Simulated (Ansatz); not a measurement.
Ti$_{3}$Al$_{5}$: enthalpy under pressure, worked through

The calculation used Ansatz, DFT PBEsol, scalar-relativistic, plane waves, PAW. Settings: 420 eV cutoff, 10×10×6 k-mesh, Gaussian smearing of 0.10 eV, no spin polarisation.

Starting point, cell and atoms relaxed:

```xyz
8
Lattice="3.8854 0.0000 0.0000 0.0000 4.0018 0.0000 0.0000 0.0000 8.0524" Properties=species:S:1:pos:R:3 pbc="T T T"
Ti    0.0000    2.0009    2.1308
Ti    0.0000    2.0009    5.9217
Ti    1.9427    2.0009    0.0000
Al    0.0000    0.0000    0.0000
Al    0.0000    0.0000    4.0262
Al    1.9427    2.0009    4.0262
Al    1.9427    0.0000    1.9463
Al    1.9427    0.0000    6.1061
```

Cell and atoms were relaxed at each target pressure within the start's symmetry (Pmmm), at zero temperature; other phases can be more stable under pressure. H = E + PV with P the target; E is the free energy at the smearing used, whose derivative the pressure is, per atom and counted from zero pressure.

| P (GPa) | V (Å³/atom) | E − E0 (meV) | H − H0 (meV) |
| --- | --- | --- | --- |
| 0 | 15.651 | 0.0 | 0.0 |
| 1 | 15.515 | 0.4 | 97.2 |
| 4 | 15.148 | 6.1 | 384.2 |
| 12 | 14.334 | 45.8 | 1119.4 |
| 25 | 13.349 | 157.5 | 2240.5 |

Q: Thermodynamics gives dH/dP = V along a relaxed path. Integrate V over P by the trapezoid rule and compare with the computed enthalpies.

A: With 1 eV/Å³ = 160.22 GPa, each step adds the mean volume times ΔP / 160.22:
| P (GPa) | ∫V dP (meV) | H − H0 (meV) | difference (meV) |
| --- | --- | --- | --- |
| 1 | 97.3 | 97.2 | 0.0 |
| 4 | 384.3 | 384.2 | 0.1 |
| 12 | 1120.4 | 1119.4 | 1.0 |
| 25 | 2243.5 | 2240.5 | 3.0 |

V(P) curves upward, so the trapezoid rule runs high; integrating a smooth curve through the same points (P as a polynomial of degree 4 in ln V) puts that excess at about 3.5 meV at 25 GPa, against the 3.0 meV found.

Q: At 25 GPa, how much of the enthalpy change is stored energy and how much is the PV term?

A: E rises by 157 meV/atom and PV is 25 × 13.349 / 160.22 = 2083 meV/atom, so PV makes 93 % of ΔH. So between rival structures at high pressure a small difference in volume can outweigh the difference in energy: 1 % of this volume is worth 20.8 meV/atom at this pressure.

Q: What bulk modulus do the lowest pressures give?

A: From the pressures that the runs reached, -0.95 GPa (15.779 Å³) and 1.00 GPa (15.515 Å³), B = −ΔP/Δln V = 1.95 / 0.0169 = 115 GPa, a mean over that range.

The enthalpy rises almost linearly with pressure because PV dominates, while the stored energy starts from a minimum and so grows roughly quadratically at first. Each further gigapascal removes less volume: compression raises the electrons' kinetic energy and the overlap repulsion between ion cores and valence shells, so the lattice stiffens. The volumes show no sign of a collapse or an abrupt electronic change at the pressures sampled.

The starting structure is an ordered fcc derivative, with pure Al layers alternating with Ti-rich layers in which one site in four holds Al, much like γ-TiAl with excess Al. Its bulk modulus of 115 GPa lies well above that of elemental Al and near that of Ti, which suggests that Ti d–Al p bonding contributes to the stiffness despite the Al-rich composition.

The agreement between integrated and direct enthalpies shows that pressures and energies are mutually consistent, but it doesn't test the functional's accuracy. Volumes alone don't show whether the layered order makes the compression anisotropic.
